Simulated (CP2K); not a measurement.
Runs of CP2K 2026.2 on Ca. It takes space group Fm-3m (No. 225, cubic). Conventional cell: a = 5.588 Å, b = 5.588 Å, c = 5.588 Å, α = 90.00°, β = 90.00°, γ = 90.00°. Ca (site symmetry m-3m) is surrounded by 12 Ca at 3.95 Å. 

```tsv
task	level	potentials or basis	smearing	EPS_DEFAULT	NGRIDS	basis sets	potentials	points a segment of the path (NPOINTS)	gap on the mesh (eV)	pressure (GPa)
band structure	r2SCAN	POTENTIAL_UZH Ca GTH-SCAN-q10; TZVP-MOLOPT-SCAN-GTH basis	fermi-dirac 0.0259 eV	1.0E-10	4	Ca TZVP-MOLOPT-SCAN-GTH-q10	Ca GTH-SCAN-q10 of POTENTIAL_UZH	10	none	(a)
band structure	PBEsol	POTENTIAL_UZH Ca GTH-PBE-q10; TZVP-MOLOPT-PBE-GTH basis	fermi-dirac 0.1 eV	1.0E-9	4	Ca TZVP-MOLOPT-PBE-GTH-q10	Ca GTH-PBE-q10 of POTENTIAL_UZH	8	none	-1.0
band structure	TB-mBJ	POTENTIAL_UZH Ca GTH-PBE-q10; TZVP-MOLOPT-PBE-GTH basis	fermi-dirac 0.1 eV	1.0E-9	5	Ca TZVP-MOLOPT-PBE-GTH-q10	Ca GTH-PBE-q10 of POTENTIAL_UZH	8	none	-
band structure	LDA	GTH_POTENTIALS Ca GTH-PADE-q10; TZVP-MOLOPT-PBE-GTH basis	fermi-dirac 0.01 eV	1.0E-10	4	Ca TZVP-MOLOPT-PBE-GTH-q10	Ca GTH-PADE-q10 of GTH_POTENTIALS	10	none	-2.1
```

Alike in all rows: no spin polarisation; cell as given; k mesh 8 × 8 × 8.

**Question.** Fill in the values left out.

**Answer.** (a) -0.3.

Caveats: the basis of atomic orbitals isn't converged, which shifts pressures, moduli and gaps; the potentials were made for another functional, which shifts forces and pressure (some runs); this is a model potential without an energy functional, so only levels have meaning (some runs).

A gap of «none» marks a metal or a gap under the smearing width.

Runs at the PBE level aren't shown here.
